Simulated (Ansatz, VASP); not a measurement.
# Two plane-wave programs on AlN

```
CELL_PARAMETERS angstrom
3.11950 0.00000 0.00000
-1.55975 2.70157 0.00000
0.00000 0.00000 5.14130
ATOMIC_POSITIONS crystal
Al 0.33333 0.66667 0.00386
Al 0.66667 0.33333 0.50386
N 0.33333 0.66667 0.38114
N 0.66667 0.33333 0.88114
```

Alike in both runs: functional LDA; k mesh 9 × 9 × 6; occupations gaussian, width 0.05 eV; no spin polarisation.

Ansatz relaxed the structure, and its values are those at the end. VASP's run is a single point on that final structure, the one shown.

|  | VASP | Ansatz |
| --- | --- | --- |
| version | VASP 6.6.1 | Ansatz 0.2.0 |
| potentials or method | VASP PAW LDA potentials, release 64 (Al, N) | scalar-relativistic, plane waves, PAW |
| plane-wave cutoff (eV) | 520 | 520 |
| valence electrons in the cell | 16 | 16 |

|  | VASP | Ansatz | Ansatz less VASP |
| --- | --- | --- | --- |
| gap on the k mesh at the Fermi level (eV) | 4.00 | 4.00 | -0.006 |
| least direct gap on the mesh (eV) | 4.00 | 4.00 | -0.006 |
| pressure (GPa) | -10.4 | -10.9 | -0.45 |

Ansatz warned: «pseudo_functional_mismatch».

LDA gaps usually lie below the measured ones, often by a third to a half.
